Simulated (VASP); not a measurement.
# HfB (Fm-3m) in VASP: a series of runs

The runs below take HfB through single point, relaxation of cell and atoms, with r2SCAN.

Program: VASP 6.6.1. These are calculated values, not measurements. Logs are shortened: lines on timing, memory, paths and dates and some standing lists are left out, and cuts for length are marked.

**1. The cell of the first run**

It takes space group Fm-3m (No. 225, cubic). The conventional cell has a = 4.824 Å, b = 4.824 Å, c = 4.824 Å, α = 90.00°, β = 90.00°, γ = 90.00°. Hf (site symmetry m-3m) has 6 B at 2.41 Å as nearest neighbours. B (site symmetry m-3m) is surrounded by 6 Hf at 2.41 Å.

**2. Single point, r2SCAN**

File POSCAR:

```
HfB
1.0
    0.0000000000      2.4120959225      2.4120959225
    2.4120959225      0.0000000000      2.4120959225
    2.4120959225      2.4120959225      0.0000000000
Hf B
1 1
Direct
    0.5000000000      0.5000000000      0.5000000000
    0.0000000000      0.0000000000      0.0000000000
```

File INCAR.step1:

```
SYSTEM = HfB
PREC     = Accurate       ! precision mode
ENCUT    = 520            ! plane-wave cutoff, eV
ISMEAR   = -1             ! smearing method
SIGMA    = 0.05           ! smearing width, eV
LREAL    = .False.        ! projectors in reciprocal space
LASPH    = .True.         ! aspherical terms in the spheres
NELM     = 100            ! most SCF steps
NBANDS   = 14             ! bands
GGA      = PE             ! functional
ALGO     = Normal         ! electronic algorithm
EDIFF    = 1E-4           ! SCF threshold, eV
LWAVE    = .True.         ! write WAVECAR
LCHARG   = .False.        ! write CHGCAR
```

File INCAR.step2:

```
SYSTEM = HfB
PREC     = Accurate       ! precision mode
ENCUT    = 520            ! plane-wave cutoff, eV
EDIFF    = 1E-6           ! SCF threshold, eV
ISMEAR   = -1             ! smearing method
SIGMA    = 0.05           ! smearing width, eV
LREAL    = .False.        ! projectors in reciprocal space
LASPH    = .True.         ! aspherical terms in the spheres
NELM     = 100            ! most SCF steps
ALGO     = Normal         ! electronic algorithm
ISIF     = 2              ! what is computed and relaxed
LWAVE    = .False.        ! write WAVECAR
LCHARG   = .False.        ! write CHGCAR
METAGGA  = R2SCAN         ! meta-GGA
LMIXTAU  = .True.       
NBANDS   = 14             ! bands
ISTART   = 1
```

File KPOINTS:

```
regular mesh
0
Gamma
  12 12 12
  0 0 0
```

Potentials or basis: VASP PAW PBE potentials, release 64 (Hf_pv, B).

Launch:

```console
$ cat potpaw_PBE.64/Hf_pv/POTCAR potpaw_PBE.64/B/POTCAR > POTCAR
$ cp INCAR.step1 INCAR
$ mpirun -np 1 vasp_std > vasp.out
$ cp INCAR.step2 INCAR
$ mpirun -np 1 vasp_std > vasp.out
```

OUTCAR:

```text
SYSTEM = HfB
   PREC = Accurate
   ENCUT = 520
   EDIFF = 1E-6
   ISMEAR = -1
   LREAL = .False.
   LASPH = .True.
   NELM = 100
   ISIF = 2
   METAGGA = R2SCAN
   ISTART = 1

 ion  position               nearest neighbor table
   1  0.500  0.500  0.500-   2 2.41   2 2.41   2 2.41   2 2.41   2 2.41   2 2.41
   2  0.000  0.000  0.000-   1 2.41   1 2.41   1 2.41   1 2.41   1 2.41   1 2.41

  LATTYP: Found a face centered cubic cell.
 ALAT       =     4.8241918450

  Lattice vectors:

 A1 = (   0.0000000000,   2.4120959225,   2.4120959225)
 A2 = (   2.4120959225,   0.0000000000,   2.4120959225)
 A3 = (   2.4120959225,   2.4120959225,   0.0000000000)

Analysis of symmetry for initial positions (statically):
=====================================================================
 Subroutine PRICEL returns:
 Original cell was already a primitive cell.

 Routine SETGRP: Setting up the symmetry group for a
 face centered cubic supercell.

 Subroutine GETGRP returns: Found 48 space group operations
 (whereof 48 operations were pure point group operations)
 out of a pool of 48 trial point group operations.

The static configuration has the point symmetry O_h .

Analysis of symmetry for dynamics (positions and initial velocities):
=====================================================================
 Subroutine PRICEL returns:
 Original cell was already a primitive cell.

 Routine SETGRP: Setting up the symmetry group for a
 face centered cubic supercell.

 Subroutine GETGRP returns: Found 48 space group operations
 (whereof 48 operations were pure point group operations)
 out of a pool of 48 trial point group operations.

The dynamic configuration has the point symmetry O_h .

 Subroutine INISYM returns: Found 48 space group operations
 (whereof 48 operations are pure point group operations),
 and found     1 'primitive' translations

----------------------------------------------------------------------------------------

                                     Primitive cell

  volume of cell :      28.0681

  direct lattice vectors                    reciprocal lattice vectors
     0.000000000  2.412095922  2.412095922    -0.207288605  0.207288605  0.207288605
     2.412095922  0.000000000  2.412095922     0.207288605 -0.207288605  0.207288605
     2.412095922  2.412095922  0.000000000     0.207288605  0.207288605 -0.207288605

  length of vectors
     3.411218767  3.411218767  3.411218767     0.359034396  0.359034396  0.359034396

  position of ions in fractional coordinates (direct lattice)
     0.500000000  0.500000000  0.500000000
     0.000000000  0.000000000  0.000000000

  ion indices of the primitive-cell ions
   primitive index   ion index
                 1           1
                 2           2

----------------------------------------------------------------------------------------

 KPOINTS: regular mesh

Automatic generation of k-mesh.
 Grid dimensions read from file:
 generate k-points for:   12   12   12

 Generating k-lattice:

  Cartesian coordinates                     Fractional coordinates (reciprocal lattice)
    -0.017274050  0.017274050  0.017274050     0.083333333  0.000000000  0.000000000
     0.017274050 -0.017274050  0.017274050     0.000000000  0.083333333  0.000000000
     0.017274050  0.017274050 -0.017274050     0.000000000  0.000000000  0.083333333

  Length of vectors
     0.029919533  0.029919533  0.029919533

  Shift w.r.t. Gamma in fractional coordinates (k-lattice)
     0.000000000  0.000000000  0.000000000

 Subroutine IBZKPT returns following result:
 ===========================================

 Found     72 irreducible k-points:

 Following reciprocal coordinates:
            Coordinates               Weight
  0.000000  0.000000  0.000000      1.000000
  0.083333  0.000000  0.000000      8.000000
  0.166667  0.000000  0.000000      8.000000
  0.250000  0.000000  0.000000      8.000000
  0.333333  0.000000  0.000000      8.000000
  0.416667  0.000000  0.000000      8.000000
[... 16 lines left out ...]
  0.500000  0.166667  0.000000     24.000000
 -0.416667  0.166667  0.000000     24.000000
 [... further k-points ...]
   k-points           NKPTS =     72   k-points in BZ     NKDIM =     72   number of bands    NBANDS=     14
   number of dos      NEDOS =    301   number of ions     NIONS =      2
   total plane-waves  NPLWV =  21952
   dimension x,y,z NGX =    28 NGY =   28 NGZ =   28
   dimension x,y,z NGXF=    56 NGYF=   56 NGZF=   56
   ions per type =               1   1
   NGX,Y,Z   is equivalent  to a cutoff of  13.65, 13.65, 13.65 a.u.
   NGXF,Y,Z  is equivalent  to a cutoff of  27.29, 27.29, 27.29 a.u.
 SYSTEM =  HfB
   PREC   = accura    normal or accurate (medium, high low for compatibility)
   ISTART =      1    job   : 0-new  1-cont  2-samecut
   ICHARG =      0    charge: 1-file 2-atom 10-const
   ISPIN  =      1    spin polarized calculation?
   LNONCOLLINEAR =      F non collinear calculations
   LSORBIT =      F    spin-orbit coupling
   LASPH  =      T    aspherical Exc in radial PAW
   ENCUT  =  520.0 eV  38.22 Ry    6.18 a.u.   6.34  6.34  6.34*2*pi/ulx,y,z
   NELM   =    100;   NELMIN=  2; NELMDL=  0     # of ELM steps
   EDIFF  = 0.1E-05   stopping-criterion for ELM
   LREAL  =      F    real-space projection
   EDIFFG = 0.1E-04   stopping-criterion for IOM
   NSW    =      0    number of steps for IOM
   IBRION =     -1    ionic relax: 0-MD 1-quasi-New 2-CG
   NFREE  =      0    steps in history (QN), initial steepest desc. (CG)
   ISIF   =      2    stress and relaxation
   ISYM   =      2    0-nonsym 1-usesym 2-fastsym
   POTIM  = 0.5000    time-step for ionic-motion
   TEBEG  =    0.0;   TEEND  =   0.0 temperature during run
   PSTRESS=    0.0 pullay stress
   NELECT =      13.0000    total number of electrons
   NUPDOWN=      -1.0000    fix difference up-down
   EMIN   =  10.00;   EMAX   =-10.00  energy-range for DOS
   EFERMI =   0.00;   METHOD = LEGACY
   ISMEAR =    -1;   SIGMA  =   0.05  broadening in eV -4-tet -1-fermi 0-gaus
   EFERMI_NEDOS =   21; number of points for ismear=-14 and -15
   IALGO  =     38    algorithm
   IMIX   =      4    mixing-type and parameters
     AMIX     =   0.40;   BMIX     =  1.00
     AMIX_MAG =   1.60;   BMIX_MAG =  1.00
  volume/ion in A,a.u.               =      14.03        94.71
  Fermi-wavevector in a.u.,A,eV,Ry     =   1.266635  2.393592 21.828689  1.604363
  Thomas-Fermi vector in A             =   2.399825
   LORBIT       =      0    0 simple, 1 ext, 2 COOP (PROOUT), +10 PAW based schemes
   METAGGA = R2SCAN    functional components
   LHFCALC =     F    Hartree Fock is set to
   AEXX    =    0.0000 exact exchange contribution
   IVDW    =     0    specifies the selected vdW correction
   LEPSILON=     F    determine dielectric tensor
   LRPA    =     F    only Hartree local field effects (RPA)
 non-spin polarized calculation
  energy-cutoff  :      520.00
  volume of cell :       28.07
 maximum number of plane-waves:       769
 NGX is ok and might be reduce to    28
   NGX = 13   NGY = 13   NGZ = 13

 number of electron      13.0000000 magnetization

 Free energy of the ion-electron system (eV)
  ---------------------------------------------------
  ext. energy  EPLUGINS =         0.00000000
  ---------------------------------------------------
  free energy    TOTEN  =       -53.45057006 eV

  energy without entropy =      -53.44446395  energy(sigma->0) =      -53.44751701

 E-fermi :   4.2648     XC(G=0): -12.5428

 val. band max:        4.2065809886   @ k =   0.5000   0.2500   0.0000
 cond. band min:       4.2780398868   @ k =   0.2500   0.0000   0.0000
 fundamental gap:      0.0714588981
 Fermi energy:         4.2647845437

 k-point     1 :       0.0000    0.0000    0.0000
  band No.  band energies     occupation
      1     -25.8632      2.00000
      2     -25.8632      2.00000
      3     -25.8632      2.00000
      4      -5.4989      2.00000
      5       6.5633      0.00000
      6       6.5633      0.00000
      7       6.5633      0.00000
      8       8.0182      0.00000
      9       8.0182      0.00000
     10       8.0182      0.00000
     11       8.1311      0.00000
     12       8.1311      0.00000
     13      15.9868      0.00000
     14      16.0898      0.00000

 k-point     2 :       0.0833    0.0000    0.0000
  band No.  band energies     occupation
      1     -25.8960      2.00000
      2     -25.8666      2.00000
      3     -25.8666      2.00000
      4      -5.3215      2.00000
      5       5.8509      0.00000
      6       6.2735      0.00000
      7       6.2735      0.00000
      8       7.1226      0.00000
      9       7.1226      0.00000
     10       8.3747      0.00000
     11       9.6788      0.00000
     12       9.6788      0.00000
     13      16.3596      0.00000
     14      16.4413      0.00000

 k-point     3 :       0.1667    0.0000    0.0000
  band No.  band energies     occupation
      1     -25.9843      2.00000
      2     -25.8759      2.00000
      3     -25.8759      2.00000
      4      -4.8080      2.00000
      5       4.5671      0.00472
      6       5.2198      0.00000
      7       5.2198      0.00000
      8       7.4412      0.00000
      9       7.4412      0.00000
     10       8.7794      0.00000
     11      11.4721      0.00000
     12      11.4721      0.00000
     13      16.9299      0.00000
     14      17.6053      0.00000

 k-point     4 :       0.2500    0.0000    0.0000
  band No.  band energies     occupation
      1     -26.1024      2.00000
      2     -25.8886      2.00000
      3     -25.8886      2.00000
      4      -4.0107      2.00000
      5       3.2016      2.00000
      6       4.2780      0.86822
      7       4.2780      0.86820
      8       8.1616      0.00000
      9       8.1616      0.00000
     10       9.1347      0.00000
     11      13.3488      0.00000
     12      13.3488      0.00000
     13      16.8218      0.00000
     14      17.6462      0.00000

 k-point     5 :       0.3333    0.0000    0.0000
  band No.  band energies     occupation
      1     -26.2178      2.00000
      2     -25.9012      2.00000
      3     -25.9012      2.00000
      4      -3.0040      2.00000
      5       1.8679      2.00000
      6       3.5855      2.00000
      7       3.5855      2.00000
      8       9.0698      0.00000
      9       9.0698      0.00000
     10       9.6436      0.00000
     11      15.1619      0.00000
[... 276 lines left out ...]
 k-point    22 :       0.4167    0.1667    0.0000
  band No.  band energies     occupation
      1     -26.2310      2.00000
      2     -25.9603      2.00000
      3     -25.9453      2.00000
      4      -2.4060      2.00000
      5       1.3699      2.00000
      6       3.2132      2.00000
      7       4.0378      1.97886
      8       7.6935      0.00000
      9      10.3128      0.00000
     10      11.0567      0.00000
     11      13.5116      0.00000
     12      14.9122      0.00000
     13      17.3203      0.00000
     14      17.6464      0.00000

 k-point    23 :       0.5000    0.1667    0.0000
  band No.  band energies     occupation
      1     -26.2808      2.00000
      2     -25.9839      2.00000
      3     -25.9428      2.00000
      4      -1.5033      2.00000
      5       0.5049      2.00000
      6       2.9802      2.00000
      7       3.5672      2.00000
      8       8.6333      0.00000
      9      10.5355      0.00000
     10      11.1216      0.00000
     11      14.2186      0.00000
     12      14.7869      0.00000
     13      16.8018      0.00000
     14      17.6460      0.00000

 k-point    24 :      -0.4167    0.1667    0.0000
  band No.  band energies     occupation
      1     -26.2851      2.00000
      2     -26.0001      2.00000
      3     -25.9314      2.00000
      4      -1.1523      2.00000
      5       0.1554      2.00000
      6       2.9863      2.00000
      7       3.3243      2.00000
      8       9.6804      0.00000
      9      10.0079      0.00000
     10      10.7205      0.00000
     11      14.3831      0.00000
     12      15.1089      0.00000
     13      16.2996      0.00000
     14      17.6462      0.00000

 [... further k-points ...]

------------------------ aborting loop because EDIFF is reached ----------------------------------------

  FORCE on cell =-STRESS in cart. coord.  units (eV):
  Direction    XX          YY          ZZ          XY          YZ          ZX
  --------------------------------------------------------------------------------------
  -------------------------------------------------------------------------------------
  Total       -0.0285885     -0.0285885     -0.0285885     -0.0000000      0.0000000      0.0000000
  in kB       -1.6318818     -1.6318818     -1.6318818     -0.0000000      0.0000000      0.0000000
  external PRESSURE =      -1.6318818 kB  Pullay stress =       0.0000000 kB

 VOLUME and BASIS-vectors are now :
 -----------------------------------------------------------------------------
  energy-cutoff  :      520.00
  volume of cell :       28.07
      direct lattice vectors                 reciprocal lattice vectors
     0.000000000  2.412095922  2.412095922    -0.207288605  0.207288605  0.207288605
     2.412095922  0.000000000  2.412095922     0.207288605 -0.207288605  0.207288605
     2.412095922  2.412095922  0.000000000     0.207288605  0.207288605 -0.207288605

 POSITION                                       TOTAL-FORCE (eV/Angst)
 -----------------------------------------------------------------------------------
      2.41210      2.41210      2.41210        -0.000000     -0.000000     -0.000000
      0.00000      0.00000      0.00000         0.000000      0.000000      0.000000
 -----------------------------------------------------------------------------------
    total drift:                                0.000000      0.000000      0.000000

  FREE ENERGIE OF THE ION-ELECTRON SYSTEM (eV)
  ---------------------------------------------------
  free  energy   TOTEN  =       -53.4505700625 eV

  energy  without entropy=      -53.4444639521  energy(sigma->0) =      -53.44751701
```

It took 78 s on 1 thread of Intel Xeon 6975P-C (Granite Rapids), shared host; peak memory 0.18 GiB.

What came out:

- Free energy: -53.4506 eV
- Pressure: -0.2 GPa
- Band gap on the k mesh: none (metal or under the smearing width)

Levels at points of the mesh, in eV from the Fermi level:
| k point | band 3 | band 4 | band 5 | band 6 | band 7 | band 8 | band 9 | band 10 | band 11 | band 12 |
| --- | --- | --- | --- | --- | --- | --- | --- | --- | --- | --- |
| (0.00, 0.00, 0.00) | -30.13 | -9.76 | 2.30 | 2.30 | 2.30 | 3.75 | 3.75 | 3.75 | 3.87 | 3.87 |
| (0.50, 0.00, 0.00) | -30.18 | -5.00 | -4.85 | -1.24 | -1.24 | 6.06 | 6.06 | 6.98 | 8.06 | 13.33 |
| (0.50, 0.50, 0.00) | -30.29 | -6.91 | -1.49 | -0.74 | 1.98 | 1.98 | 5.59 | 7.23 | 7.23 | 8.38 |

Caveat: the PAW data sets were made with another functional, which shifts forces and pressure a little.

**3. Relaxation of cell and atoms, r2SCAN**

File POSCAR:

```
HfB
1.0
    0.0000000000      2.2628439111      2.2628439111
    2.2628439111      0.0000000000      2.2628439111
    2.2628439111      2.2628439111      0.0000000000
Hf B
1 1
Direct
    0.5000000000      0.5000000000      0.5000000000
    0.0000000000      0.0000000000      0.0000000000
```

File INCAR.step1:

```
ALGO = Normal
EDIFF = 1E-4
ENCUT = 600
GGA = PE
ISMEAR = -1
LASPH = T
LCHARG = F
LREAL = F
LWAVE = T
NELM = 100
PREC = Accurate
SIGMA = 0.05
```

File INCAR.step2:

```
ALGO = Normal
EDIFF = 1E-7
EDIFFG = -0.005
ENCUT = 600
IBRION = 2
ISIF = 3
ISMEAR = -1
ISTART = 1
LASPH = T
LCHARG = F
LMIXTAU = T
LREAL = F
LWAVE = F
METAGGA = R2SCAN
NELM = 100
NSW = 100
PREC = Accurate
SIGMA = 0.05
```

File KPOINTS:

```
k-points
0
Gamma
  12 12 12
```

Potentials or basis: VASP PAW PBE potentials, release 64 (Hf_pv, B).

Launch:

```console
$ cat potpaw_PBE.64/Hf_pv/POTCAR potpaw_PBE.64/B/POTCAR > POTCAR
$ cp INCAR.step1 INCAR
$ mpirun -np 1 vasp_std > vasp.out
$ cp INCAR.step2 INCAR
$ mpirun -np 1 vasp_std > vasp.out
```

Wall time 11 min (1 thread of Intel Xeon 6975P-C (Granite Rapids), shared host); peak memory 0.21 GiB.

It converged, with:

| Quantity | Value |
| --- | --- |
| Free energy | -53.4499 eV |
| Relaxed volume | 14.02 Å³/atom |
| Relaxed cell | a = 3.410 Å, b = 3.410 Å, c = 3.410 Å, α = 60.00°, β = 60.00°, γ = 60.00° |
| Space group after relaxing (to 0.05 Å) | Fm-3m (No. 225) |
| Energy gained by relaxing | 321.9 meV/atom |
| Ionic steps | 20 |
| Pressure after relaxing | 0.0 GPa |
| Band gap on the k mesh | none (metal or under the smearing width) |

Step by step:
```
step  energy change (eV)  largest force (eV/Å)  pressure (GPa)  volume (Å³)
   1              0.0000                0.0000           49.49        23.17
   2              0.4358                0.0000          -29.30        37.37
   3             -0.6412                0.0000           -2.34        28.42
   4             -0.6438                0.0000           -0.46        28.11
   5             -0.6438                0.0000            0.21        28.01
   6             -0.6438                0.0000            0.21        28.01
   7             -0.6438                0.0000            0.20        28.01
   8             -0.6438                0.0000            0.20        28.01
   9             -0.6438                0.0000            0.20        28.01
  10             -0.6438                0.0000            0.20        28.01
  11             -0.6438                0.0000            0.20        28.01
  12             -0.6438                0.0000            0.20        28.01
  13             -0.6438                0.0000            0.20        28.01
  14             -0.6438                0.0000            0.20        28.01
  15             -0.6438                0.0000            0.20        28.01
  16             -0.6438                0.0000            0.19        28.01
  17             -0.6438                0.0000            0.17        28.01
  18             -0.6439                0.0000            0.14        28.02
  19             -0.6439                0.0000            0.08        28.03
  20             -0.6439                0.0000           -0.04        28.05
```

Final structure:
```cif
data_structure
_symmetry_space_group_name_H-M 'P 1'
_symmetry_Int_Tables_number 1
_cell_length_a 3.4104
_cell_length_b 3.4104
_cell_length_c 3.4104
_cell_angle_alpha 60.000
_cell_angle_beta 60.000
_cell_angle_gamma 60.000
_cell_volume 28.05
loop_
_atom_site_label
_atom_site_type_symbol
_atom_site_fract_x
_atom_site_fract_y
_atom_site_fract_z
_atom_site_occupancy
Hf1 Hf 0.50000 0.50000 0.50000 1
B1 B 0.00000 0.00000 0.00000 1
```

Levels at points of the mesh, in eV from the Fermi level:
```tsv
k point	band 4	band 5	band 6	band 7	band 8	band 9	band 10
(0.00, 0.00, 0.00)	-9.77	2.30	2.30	2.30	3.76	3.76	3.76
(0.50, 0.00, 0.00)	-5.00	-4.85	-1.24	-1.24	6.06	6.06	6.99
(0.50, 0.50, 0.00)	-6.92	-1.49	-0.74	1.98	1.98	5.59	7.23
```

Caveat: the volume moved by over 15 % at a fixed basis, so the end points are rough; the PAW data sets were made with another functional, which shifts forces and pressure a little. The run has no spin-orbit coupling, so splittings on Hf are missing.
